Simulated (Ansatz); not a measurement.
Computed with DFT PBE, scalar-relativistic, plane waves, PAW (Ansatz 0.2.0). Settings: cutoff 420 eV, Γ-centred meshes spaced at most about 0.3 Å⁻¹, and about 0.25 Å⁻¹ or finer for metals (2π included), Gaussian smearing. No spin polarisation in the final relaxations.

Temperature and zero-point effects are left out. All come from trial cells, and lower structures may exist.

Task: Order these relaxed structures of Si3Ge by energy, lowest first, with the energy over the lowest of them.
A.

```xyz
4
Lattice="2.7104 0.0000 0.0000 -1.3552 2.3472 0.0000 0.0000 0.0000 10.1507" Properties=species:S:1:pos:R:3 pbc="T T T"
Si    0.0000    0.0000    0.0000
Si    0.0000    0.0000    2.4799
Si    0.0000    0.0000    7.6708
Ge    0.0000    0.0000    5.0754
```

B.

```xyz
4
Lattice="2.8045 0.0000 0.0000 -1.4023 2.4288 0.0000 0.0000 0.0000 9.2959" Properties=species:S:1:pos:R:3 pbc="T T T"
Si    0.0000    1.6192    6.8103
Si    0.0000    1.6192    2.4856
Si    1.4023    0.8096    4.6479
Ge    1.4023    0.8096    0.0000
```

C.

```xyz
4
Lattice="3.9124 0.0000 0.0000 0.0000 3.9124 0.0000 0.0000 0.0000 5.5321" Properties=species:S:1:pos:R:3 pbc="T T T"
Si    0.0000    1.9562    4.1166
Si    1.9562    0.0000    1.4155
Si    1.9562    1.9562    2.7660
Ge    0.0000    0.0000    0.0000
```

D.

```xyz
4
Lattice="2.6952 -4.3641 0.0000 2.6952 4.3641 0.0000 0.0000 0.0000 2.7249" Properties=species:S:1:pos:R:3 pbc="T T T"
Si    1.3476    2.1820    0.0000
Si    1.3476   -2.1820    0.0000
Si    2.6952    0.0000    1.3624
Ge    0.0000    0.0000    1.3624
```

Result: C (0 meV/atom), A (319 meV/atom), B (494 meV/atom), D (530 meV/atom). Forms: C Si and Ge ordered on diamond sites, P-4m2; A P6/mmm; B Si and Ge ordered on hcp sites, P-6m2; D Si and Ge ordered on fcc sites, Cmmm. Counting Si atoms around Ge (those within 1.25 times the shortest such distance or 1.15 times the sum of covalent radii; the shortest distance is added where it is long for a bond): C has Ge 4; A has Ge 2; B has Ge 6 from 3.0 Å; D has Ge 10.

With atoms moved at random, P-4m2 came back. Other cells relaxed within their symmetry can be saddle points. Some structure types and database cells were kept out of the candidates from the start, so a known form may be missing.
